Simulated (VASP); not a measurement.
# Al (Im-3m) in VASP: notebook

The runs below take Al through single point, with PBEsol.

Program: VASP 6.6.1. These are calculated values, not measurements. Logs are shortened: lines on timing, memory, paths and dates and some standing lists are left out, and cuts for length are marked.

## (1) The structure

The structure is cubic, space group Im-3m (No. 229). The conventional cell has a = 3.182 Å, b = 3.182 Å, c = 3.182 Å, α = 90.00°, β = 90.00°, γ = 90.00°. Al (site symmetry m-3m) has 8 Al at 2.76 Å as nearest neighbours.

This isn't the form of Al at room conditions, which is fcc.

## (2) Single point, PBEsol

The input, INCAR:

```
ADDGRID = F
ALGO = Normal
EDIFF = 1E-7
ENCUT = 500
GGA = PS
ISIF = 2
ISMEAR = 1
LASPH = T
LCHARG = F
LREAL = F
LWAVE = F
NELM = 100
PREC = Accurate
SIGMA = 0.15
```

The input, KPOINTS:

```
k-points
0
Gamma
  10 10 10
```

The input, POSCAR:

```
Al
1.0
   -1.5912186900      1.5912186900      1.5912186900
    1.5912186900     -1.5912186900      1.5912186900
    1.5912186900      1.5912186900     -1.5912186900
Al
1
Direct
    0.0000000000      0.0000000000      0.0000000000
```

Potentials or basis: VASP PAW PBE potentials, release 64 (Al).

Launch:

```sh
$ cat potpaw_PBE.64/Al/POTCAR > POTCAR
$ mpirun -np 1 vasp_std > vasp.out
```

OUTCAR:

```text
EDIFF = 1E-7
   ENCUT = 500
   GGA = PS
   ISIF = 2
   ISMEAR = 1
   LASPH = T
   LREAL = F
   NELM = 100
   PREC = Accurate

 Found     47 irreducible k-points:

 Following reciprocal coordinates:
            Coordinates               Weight
  0.000000  0.000000  0.000000      1.000000
  0.100000  0.000000  0.000000     12.000000
  0.200000  0.000000  0.000000     12.000000
  0.300000  0.000000  0.000000     12.000000
  0.400000  0.000000  0.000000     12.000000
  0.500000  0.000000  0.000000      6.000000
   k-points           NKPTS =     47   k-points in BZ     NKDIM =     47   number of bands    NBANDS=      5
   number of dos      NEDOS =    301   number of ions     NIONS =      1
   total plane-waves  NPLWV =   8000
   dimension x,y,z NGX =    20 NGY =   20 NGZ =   20
   dimension x,y,z NGXF=    40 NGYF=   40 NGZF=   40
   ions per type =               1
   NGX,Y,Z   is equivalent  to a cutoff of  12.06, 12.06, 12.06 a.u.
   NGXF,Y,Z  is equivalent  to a cutoff of  24.13, 24.13, 24.13 a.u.
 SYSTEM =  unknown system
   PREC   = accura    normal or accurate (medium, high low for compatibility)
   ISTART =      0    job   : 0-new  1-cont  2-samecut
   ICHARG =      2    charge: 1-file 2-atom 10-const
   ISPIN  =      1    spin polarized calculation?
   LNONCOLLINEAR =      F non collinear calculations
   LSORBIT =      F    spin-orbit coupling
   LASPH  =      T    aspherical Exc in radial PAW
   ENCUT  =  500.0 eV  36.75 Ry    6.06 a.u.   5.02  5.02  5.02*2*pi/ulx,y,z
   NELM   =    100;   NELMIN=  2; NELMDL= -5     # of ELM steps
   EDIFF  = 0.1E-06   stopping-criterion for ELM
   LREAL  =      F    real-space projection
   EDIFFG = 0.1E-05   stopping-criterion for IOM
   NSW    =      0    number of steps for IOM
   IBRION =     -1    ionic relax: 0-MD 1-quasi-New 2-CG
   NFREE  =      0    steps in history (QN), initial steepest desc. (CG)
   ISIF   =      2    stress and relaxation
   ISYM   =      2    0-nonsym 1-usesym 2-fastsym
   POTIM  = 0.5000    time-step for ionic-motion
   TEBEG  =    0.0;   TEEND  =   0.0 temperature during run
   PSTRESS=    0.0 pullay stress
   NELECT =       3.0000    total number of electrons
   NUPDOWN=      -1.0000    fix difference up-down
   EMIN   =  10.00;   EMAX   =-10.00  energy-range for DOS
   EFERMI =   0.00;   METHOD = LEGACY
   ISMEAR =     1;   SIGMA  =   0.15  broadening in eV -4-tet -1-fermi 0-gaus
   EFERMI_NEDOS =   21; number of points for ismear=-14 and -15
   IALGO  =     38    algorithm
   IMIX   =      4    mixing-type and parameters
     AMIX     =   0.40;   BMIX     =  1.00
     AMIX_MAG =   1.60;   BMIX_MAG =  1.00
  volume/ion in A,a.u.               =      16.12       108.75
  Fermi-wavevector in a.u.,A,eV,Ry     =   0.934757  1.766435 11.888371  0.873771
  Thomas-Fermi vector in A             =   2.061595
   LORBIT       =      0    0 simple, 1 ext, 2 COOP (PROOUT), +10 PAW based schemes
   GGA     = PS    functional components
   LHFCALC =     F    Hartree Fock is set to
   AEXX    =    0.0000 exact exchange contribution
   IVDW    =     0    specifies the selected vdW correction
   LEPSILON=     F    determine dielectric tensor
   LRPA    =     F    only Hartree local field effects (RPA)
 non-spin polarized calculation
 Methfessel and Paxton  Order N= 1 SIGMA  =   0.15
  energy-cutoff  :      500.00
  volume of cell :       16.12
 maximum number of plane-waves:       420
   NGX =  9   NGY =  9   NGZ =  9

 number of electron       3.0000000 magnetization

 Free energy of the ion-electron system (eV)
  ---------------------------------------------------
  ext. energy  EPLUGINS =         0.00000000
  ---------------------------------------------------
  free energy    TOTEN  =        -4.00423499 eV

  energy without entropy =       -4.00380338  energy(sigma->0) =       -4.00409112

 E-fermi :   8.1621     XC(G=0): -10.3463

 val. band max:        8.1138961854   @ k =   0.5000   0.5000   0.4000
 cond. band min:       8.1793072087   @ k =  -0.4000   0.4000   0.2000
 fundamental gap:      0.0654110233
 Fermi energy:         8.1621357972

 k-point     1 :       0.0000    0.0000    0.0000
  band No.  band energies     occupation
      1      -3.0911      2.00000
      2      21.5859      0.00000
      3      21.5859      0.00000
      4      21.5859      0.00000
      5      23.2296      0.00000

 k-point     2 :       0.1000    0.0000    0.0000
  band No.  band energies     occupation
      1      -2.7990      2.00000
      2      18.7573      0.00000
      3      20.1487      0.00000
      4      20.5582      0.00000
      5      22.1286      0.00000

 k-point     3 :       0.2000    0.0000    0.0000
  band No.  band energies     occupation
      1      -1.9264      2.00000
      2      14.5784      0.00000
      3      18.5808      0.00000
      4      18.9247      0.00000
      5      20.5498      0.00000

 k-point     4 :       0.3000    0.0000    0.0000
  band No.  band energies     occupation
      1      -0.4842      2.00000
      2      10.6291     -0.00000
      3      17.4446      0.00000
      4      17.6073      0.00000
      5      19.3294      0.00000

 k-point     5 :       0.4000    0.0000    0.0000
  band No.  band energies     occupation
      1       1.5086      2.00000
      2       7.1104      2.00000
      3      16.7635      0.00000
      4      16.7879      0.00000
      5      18.5825      0.00000

 k-point     6 :       0.5000    0.0000    0.0000
  band No.  band energies     occupation
      1       3.7923      2.00000
      2       4.3159      2.00000
      3      16.5114      0.00000
      4      16.5368      0.00000
      5      18.3321      0.00000

 [... further k-points ...]

------------------------ aborting loop because EDIFF is reached ----------------------------------------

  FORCE on cell =-STRESS in cart. coord.  units (eV):
  Direction    XX          YY          ZZ          XY          YZ          ZX
  --------------------------------------------------------------------------------------
  -------------------------------------------------------------------------------------
  Total        0.2839532      0.2839532      0.2839532      0.0000000      0.0000000     -0.0000000
  in kB       28.2297939     28.2297939     28.2297939      0.0000000      0.0000000     -0.0000000
  external PRESSURE =      28.2297939 kB  Pullay stress =       0.0000000 kB

 VOLUME and BASIS-vectors are now :
 -----------------------------------------------------------------------------
  energy-cutoff  :      500.00
  volume of cell :       16.12
      direct lattice vectors                 reciprocal lattice vectors
    -1.591218690  1.591218690  1.591218690     0.000000000  0.314224565  0.314224565
     1.591218690 -1.591218690  1.591218690     0.314224565  0.000000000  0.314224565
     1.591218690  1.591218690 -1.591218690     0.314224565  0.314224565  0.000000000

 POSITION                                       TOTAL-FORCE (eV/Angst)
 -----------------------------------------------------------------------------------
      0.00000      0.00000      0.00000        -0.000000     -0.000000     -0.000000
 -----------------------------------------------------------------------------------
    total drift:                                0.000000      0.000000     -0.000000

  FREE ENERGIE OF THE ION-ELECTRON SYSTEM (eV)
  ---------------------------------------------------
  free  energy   TOTEN  =        -4.0042349924 eV

  energy  without entropy=       -4.0038033848  energy(sigma->0) =       -4.00409112
```

It used 4.7 s of CPU time on 1 thread of Intel(R) Xeon(R) Platinum 8375C CPU @ 2.90GHz (Ice Lake), on a shared host, which was overloaded at the time.

The run converged, but some of its settings lie outside the range that counts as converged, so its numbers aren't taken as properties of the crystal.

Results:

```
Free energy            : -4.0042 eV
Pressure               : 2.8 GPa
Band gap on the k mesh : none (metal or under the smearing width)
```

Caveat: the PAW data sets were made with another functional, which shifts forces and pressure a little.

## (3) Single point, PBEsol

INCAR is that of step 2.

KPOINTS is that of step 2.

The input, POSCAR:

```
Al
1.0
   -1.5505220000      1.6151010000      1.5901740000
    1.5972310000     -1.6159030000      1.6376860000
    1.5218560000      1.5872370000     -1.5909760000
Al
1
Direct
   -0.0427450000     -0.0166940000     -0.0578530000
```

Potentials or basis: VASP PAW PBE potentials, release 64 (Al).

Launch:

```sh
$ cat potpaw_PBE.64/Al/POTCAR > POTCAR
$ mpirun -np 1 vasp_std > vasp.out
```

OUTCAR:

```text
EDIFF = 1E-7
   ENCUT = 500
   GGA = PS
   ISIF = 2
   ISMEAR = 1
   LASPH = T
   LREAL = F
   NELM = 100
   PREC = Accurate

 Found    504 irreducible k-points:

 Following reciprocal coordinates:
            Coordinates               Weight
  0.000000  0.000000  0.000000      1.000000
  0.100000 -0.000000  0.000000      2.000000
  0.200000 -0.000000  0.000000      2.000000
  0.300000 -0.000000  0.000000      2.000000
  0.400000 -0.000000  0.000000      2.000000
  0.500000  0.000000 -0.000000      1.000000
   k-points           NKPTS =    504   k-points in BZ     NKDIM =    504   number of bands    NBANDS=      5
   number of dos      NEDOS =    301   number of ions     NIONS =      1
   total plane-waves  NPLWV =   8000
   dimension x,y,z NGX =    20 NGY =   20 NGZ =   20
   dimension x,y,z NGXF=    40 NGYF=   40 NGZF=   40
   ions per type =               1
   NGX,Y,Z   is equivalent  to a cutoff of  12.11, 11.87, 12.25 a.u.
   NGXF,Y,Z  is equivalent  to a cutoff of  24.22, 23.74, 24.50 a.u.
 SYSTEM =  unknown system
   PREC   = accura    normal or accurate (medium, high low for compatibility)
   ISTART =      0    job   : 0-new  1-cont  2-samecut
   ICHARG =      2    charge: 1-file 2-atom 10-const
   ISPIN  =      1    spin polarized calculation?
   LNONCOLLINEAR =      F non collinear calculations
   LSORBIT =      F    spin-orbit coupling
[... 55 lines left out ...]
 cond. band min:       8.2027904878   @ k =   0.0000   0.2000   0.5000
 fundamental gap:      0.0124405586
 Fermi energy:         8.1968264579

 k-point     1 :       0.0000    0.0000    0.0000
  band No.  band energies     occupation
      1      -3.0919      2.00000
      2      21.0454      0.00000
      3      21.6440      0.00000
      4      21.9502      0.00000
      5      22.7734      0.00000
[... 33 lines left out ...]
 k-point     6 :       0.5000    0.0000   -0.0000
  band No.  band energies     occupation
      1       3.6955      2.00000
      2       4.1278      2.00000
      3      16.7240      0.00000
      4      16.8505      0.00000
      5      19.0818      0.00000

 [... further k-points ...]

------------------------ aborting loop because EDIFF is reached ----------------------------------------

  FORCE on cell =-STRESS in cart. coord.  units (eV):
  Direction    XX          YY          ZZ          XY          YZ          ZX
  --------------------------------------------------------------------------------------
  -------------------------------------------------------------------------------------
  Total        0.3432248      0.2300907      0.2850531      0.1638589      0.0006634     -0.2741154
  in kB       34.1224146     22.8749511     28.3391529     16.2903813      0.0659509    -27.2517593
  external PRESSURE =      28.4455062 kB  Pullay stress =       0.0000000 kB

 VOLUME and BASIS-vectors are now :
 -----------------------------------------------------------------------------
  energy-cutoff  :      500.00
  volume of cell :       16.12
      direct lattice vectors                 reciprocal lattice vectors
    -1.550522000  1.615101000  1.590174000    -0.001770503  0.312333611  0.309906003
     1.597231000 -1.615903000  1.637686000     0.316062363  0.002905701  0.305229896
     1.521856000  1.587237000 -1.590976000     0.323572133  0.315167177 -0.004603969

 POSITION                                       TOTAL-FORCE (eV/Angst)
 -----------------------------------------------------------------------------------
      1.52013      1.45255      1.63362         0.000000     -0.000000     -0.000000
 -----------------------------------------------------------------------------------
    total drift:                               -0.000000     -0.000001     -0.000000

  FREE ENERGIE OF THE ION-ELECTRON SYSTEM (eV)
  ---------------------------------------------------
  free  energy   TOTEN  =        -3.9964604392 eV

  energy  without entropy=       -3.9965970149  energy(sigma->0) =       -3.99650596
```

Run time: 23 s. Hardware: 1 thread of Intel Xeon Platinum 8375C at 2.90GHz (Ice Lake), shared host; peak memory 0.14 GiB.

These settings aren't checked as converged: the numbers below hold their error.

Results:

```
Free energy            : -3.9965 eV
Pressure               : 2.8 GPa
Band gap on the k mesh : none (metal or under the smearing width)
```

Caveat: the PAW data sets were made with another functional, which shifts forces and pressure a little.

## (4) Single point, PBEsol

INCAR: that of step 3 with these lines changed.

```diff
@@ -3,3 +3,3 @@
 EDIFF = 1E-7
-ENCUT = 500
+ENCUT = 300
 GGA = PS
```

The input, KPOINTS:

```
k-points
0
Gamma
  13 13 13
```

The input, POSCAR:

```
Al
1.0
   -1.5912186900      1.5912186900      1.5912186900
    1.5912186900     -1.5912186900      1.5912186900
    1.5912186900      1.5912186900     -1.5912186900
Al
1
Direct
    0.0000000000      0.0000000000      0.0000000000
```

Potentials or basis: VASP PAW PBE potentials, release 64 (Al).

Launch:

```sh
$ cat potpaw_PBE.64/Al/POTCAR > POTCAR
$ mpirun -np 1 vasp_std > vasp.out
```

OUTCAR:

```text
EDIFF = 1E-7
   ENCUT = 300
   GGA = PS
   ISIF = 2
   ISMEAR = 1
   LASPH = T
   LREAL = F
   NELM = 100
   PREC = Accurate

 Found     84 irreducible k-points:

 Following reciprocal coordinates:
            Coordinates               Weight
  0.000000  0.000000  0.000000      1.000000
  0.076923  0.000000  0.000000     12.000000
  0.153846  0.000000  0.000000     12.000000
  0.230769  0.000000  0.000000     12.000000
  0.307692  0.000000  0.000000     12.000000
  0.384615  0.000000  0.000000     12.000000
[... 123 lines left out ...]

------------------------ aborting loop because EDIFF is reached ----------------------------------------

  FORCE on cell =-STRESS in cart. coord.  units (eV):
  Direction    XX          YY          ZZ          XY          YZ          ZX
  --------------------------------------------------------------------------------------
  -------------------------------------------------------------------------------------
  Total        0.1877677      0.1877677      0.1877677      0.0000000      0.0000000      0.0000000
  in kB       18.6673154     18.6673154     18.6673154      0.0000000      0.0000000      0.0000000
  external PRESSURE =      18.6673154 kB  Pullay stress =       0.0000000 kB

 VOLUME and BASIS-vectors are now :
 -----------------------------------------------------------------------------
  energy-cutoff  :      300.00
  volume of cell :       16.12
      direct lattice vectors                 reciprocal lattice vectors
    -1.591218690  1.591218690  1.591218690     0.000000000  0.314224565  0.314224565
     1.591218690 -1.591218690  1.591218690     0.314224565  0.000000000  0.314224565
     1.591218690  1.591218690 -1.591218690     0.314224565  0.314224565  0.000000000

 POSITION                                       TOTAL-FORCE (eV/Angst)
 -----------------------------------------------------------------------------------
      0.00000      0.00000      0.00000         0.000000     -0.000000      0.000000
 -----------------------------------------------------------------------------------
    total drift:                                0.000000     -0.000000     -0.000000

  FREE ENERGIE OF THE ION-ELECTRON SYSTEM (eV)
  ---------------------------------------------------
  free  energy   TOTEN  =        -3.9890446996 eV

  energy  without entropy=       -3.9898663206  energy(sigma->0) =       -3.98931857
```

OSZICAR:

```text
N       E                     dE             d eps       ncg     rms          rms(c)
DAV:   1    -0.325508784371E+01   -0.32551E+01   -0.59617E+02  1080   0.186E+02
DAV:   2    -0.401469746264E+01   -0.75961E+00   -0.68172E+00  1160   0.199E+01
DAV:   3    -0.401961491675E+01   -0.49175E-02   -0.48441E-02  1150   0.150E+00
DAV:   4    -0.401961969447E+01   -0.47777E-05   -0.47774E-05  1265   0.399E-02
DAV:   5    -0.401961970770E+01   -0.13230E-07   -0.13898E-07  1150   0.143E-03    0.147E+00
DAV:   6    -0.400122828173E+01    0.18391E-01   -0.25707E-03  1040   0.312E-01    0.825E-01
DAV:   7    -0.398906438566E+01    0.12164E-01   -0.69559E-03  1055   0.497E-01    0.180E-01
DAV:   8    -0.398904563264E+01    0.18753E-04   -0.38658E-05  1275   0.562E-02    0.218E-02
DAV:   9    -0.398904489145E+01    0.74119E-06   -0.32657E-07  1150   0.389E-03    0.916E-04
DAV:  10    -0.398904469639E+01    0.19506E-06   -0.47079E-09   935   0.602E-04    0.557E-04
DAV:  11    -0.398904469955E+01   -0.31609E-08   -0.18400E-10   690   0.985E-05
   1 F= -.39890447E+01 E0= -.39893186E+01  d E =0.821621E-03
```

stdout:

```text
POSCAR found type information on POSCAR Al
 POSCAR found :  1 types and       1 ions
 scaLAPACK will be used
 -----------------------------------------------------------------------------
|                                                                             |
|                                                                             |
|     You enforced a specific xc type in the INCAR file but a different       |
|     I HOPE YOU KNOW WHAT YOU ARE DOING!                                     |
|                                                                             |
 -----------------------------------------------------------------------------

 LDA part: xc-table for (Slater+PW92), standard interpolation
 POSCAR, INCAR and KPOINTS ok, starting setup
 FFT: planning ... GRIDC
 FFT: planning ... GRID_SOFT
 FFT: planning ... GRID
 WAVECAR not read
 entering main loop
```

Wall time 5.9 s (1 thread of Intel Xeon Platinum 8375C at 2.90GHz (Ice Lake), shared host); peak memory 0.1 GiB.

These settings aren't checked as converged: the numbers below hold their error.

Results:

| Property | Result |
| --- | --- |
| Free energy | -3.9890 eV |
| Pressure | 1.9 GPa |
| Band gap on the k mesh | none (metal or under the smearing width) |

Caveat: the PAW data sets were made with another functional, which shifts forces and pressure a little.

## (5) Single point, PBEsol

INCAR is that of step 4.

KPOINTS is that of step 4.

The input, POSCAR:

```
Al
1.0
   -1.5505220000      1.6151010000      1.5901740000
    1.5972310000     -1.6159030000      1.6376860000
    1.5218560000      1.5872370000     -1.5909760000
Al
1
Direct
   -0.0427450000     -0.0166940000     -0.0578530000
```

Launch:

```sh
$ cat potpaw_PBE.64/Al/POTCAR > POTCAR
$ mpirun -np 1 vasp_std > vasp.out
```

Wall time 18 s (1 thread of Intel Xeon Platinum 8375C at 2.90GHz (Ice Lake), shared host); peak memory 0.14 GiB.

The run converged, but some of its settings lie outside the range that counts as converged, so its numbers aren't taken as properties of the crystal.

What came out:

```
Free energy            : -3.9879 eV
Pressure               : 2.1 GPa
Band gap on the k mesh : none (metal or under the smearing width)
```

Caveat: the PAW data sets were made with another functional, which shifts forces and pressure a little.
